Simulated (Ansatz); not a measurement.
**What strain does to CaSe (wurtzite)**

Wurtzite CaSe (no longer in that coordination), relaxed with r2SCAN in Ansatz. The symmetry is P6_3/mmc (No. 194, hexagonal); conventional cell a = 5.006 Å, c = 5.876 Å, 31.87 Å³ an atom. Around Ca lie 5 Se at 2.89–2.94 Å; around Se lie 5 Ca at 2.89–2.94 Å. The cell started from the wurtzite prototype, but the relaxation took it to the higher symmetry P6_3/mmc (No. 194), so the name no longer describes it.

The axes x, y and z are those of this cell:
```
Ca Se
1.0
     5.00560    0.00000    0.00000
    -2.50280    4.33497    0.00000
     0.00000    0.00000    5.87573
Ca Se
2 2
Direct
  0.33333 0.66667 0.93750
  0.66667 0.33333 0.43750
  0.33333 0.66667 0.43750
  0.66667 0.33333 0.93750
```

Unstrained: The PBE gap is indirect, 2.453 eV (Γ to K), below the direct gap of 2.576 eV at Γ. With r2SCAN the valence top lies at Γ and the conduction bottom at K, 2.894 eV higher; the smallest vertical gap, at Γ, is 3.052 eV. Meshes: PBE 6×6×4, r2SCAN 6×6×4. Strains are changes of length per length. After each strain the atoms were relaxed again with r2SCAN within the symmetry that the strain leaves, so tilts or polar shifts that break it weren't tested; points keep the names that they have in the unstrained zone. Spin-unpolarised throughout. Whether this structure exists isn't addressed.

Changes of the least gap in eV (an overlap counts as a negative gap):
```csv
strain,volume change (%),space group,PBE,r2SCAN,"energy rise, r2SCAN (meV/atom)"
"epitaxial +2.5 % in the xy plane, free normal strain -0.73 %",+4.3,P6_3/mmc,+0.019,+0.038,10.8
uniaxial +2.5 % along z,+2.5,P6_3/mmc,+0.033,+0.032,5.8
"epitaxial -2.5 % in the xy plane, free normal strain +0.78 %",-4.2,P6_3/mmc,-0.093,-0.097,12.7
isotropic -0.5 % on every length,-1.5,P6_3/mmc,-0.030,-0.030,0.9
```

Epitaxial +2.5 % in the xy plane, free normal strain -0.73 %. r2SCAN: the gap goes from 2.894 to 2.932 eV (+0.038 eV); it turns from indirect (Γ → K) to direct (Γ); with r2SCAN the top three valence levels at Γ, grouped 1+2 from the top over 1065 meV, become 1+2 over 941 meV. Stress change with r2SCAN, compression positive: xx -2.00, yy -2.00, zz 0.00 GPa.

Uniaxial +2.5 % along z, other directions held. r2SCAN: the gap goes from 2.894 to 2.926 eV (+0.032 eV). Stress change with r2SCAN, compression positive: xx -0.38, yy -0.38, zz -2.24 GPa.

Epitaxial -2.5 % in the xy plane, free normal strain +0.78 %. r2SCAN: the gap goes from 2.894 to 2.797 eV (-0.097 eV). Stress change with r2SCAN, compression positive: xx +2.75, yy +2.75, zz -0.01 GPa.

Isotropic -0.5 % on every length. r2SCAN: the gap goes from 2.894 to 2.864 eV (-0.030 eV); with r2SCAN the top three valence levels at Γ, grouped 1+2 from the top over 1065 meV, become 1+2 over 1097 meV. Stress change with r2SCAN, compression positive: xx +0.59, yy +0.59, zz +0.70 GPa. For r2SCAN, dE_g/d ln V = 2.0 eV over this step.

The runs are scalar-relativistic, without spin-orbit coupling.

The splittings at Γ are without spin-orbit coupling, which regroups them where it is of like size or larger.
